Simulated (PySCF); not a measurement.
Unknown compound

An unknown has the formula C$_{4}$H$_{8}$. Its calculated NMR data are:

1H NMR (300 MHz, computed): δ 6.20 (m, 1H), 5.31 (m, 1H), 5.19 (m, 1H), 2.17 (m, 2H), 1.02 (t, 3H).

13C{1H} NMR (computed): δ 152.3 (CH), 120.5 (CH2), 34.3 (CH2), 17.7 (CH3).

PySCF 2.14 calculation with geometry from PBE0-D3(BJ)/def2-TZVP and B97-2/pcSseg-2 with gauge-including orbitals; a single conformation, non-relativistic Hamiltonian, isolated molecule, averaged over atoms made equivalent by symmetry, fast rotation or ring inversion.

Shifts are taken against calculated references (same method and geometry level): 1H (31.64 ppm), 13C (185.38 ppm) vs TMS.

Q: Propose a structure and justify it.

A: 
Rings plus π bonds: 1 (no ring in the answer). 4 carbon signals for 4 carbons: no two carbons are equivalent. Carbon types of the structure: 1 × CH, 2 × CH2, 1 × CH3, which accounts for all hydrogens. δC 152.3: alkene CH; as expected for a trigonal carbon in a double bond. δC 120.5: terminal =CH2 carbon; the olefinic region. δC 34.3: allylic sp3 CH2; aliphatic region, no heteroatom directly attached. δC 17.7: methyl carbon; a saturated carbon with 1 carbon neighbour and no heteroatom attached. δH 6.20: hydrogen on an alkene CH; attached to an sp2 carbon and in the plane of the double bond. δH 5.31, 5.19: hydrogen on a terminal =CH2 carbon; olefinic region. δH 2.17: hydrogen on an allylic sp3 CH2; allylic position.

Structure: 1-Butene (SMILES C=CCC).

Shifts are as computed. Against solution values, carbons near 30 ppm lie about +3 ppm off and those near 130 ppm about +7 ppm. Of 1211 compounds with measured shifts, 218 miss one by over three times the rms of a fit or turn the order of signals round; such compounds aren't used in these exercises. Multiplicities follow the n + 1 count of equivalent neighbours, as no J values were calculated; m marks all less simple cases, F and P coupling included.
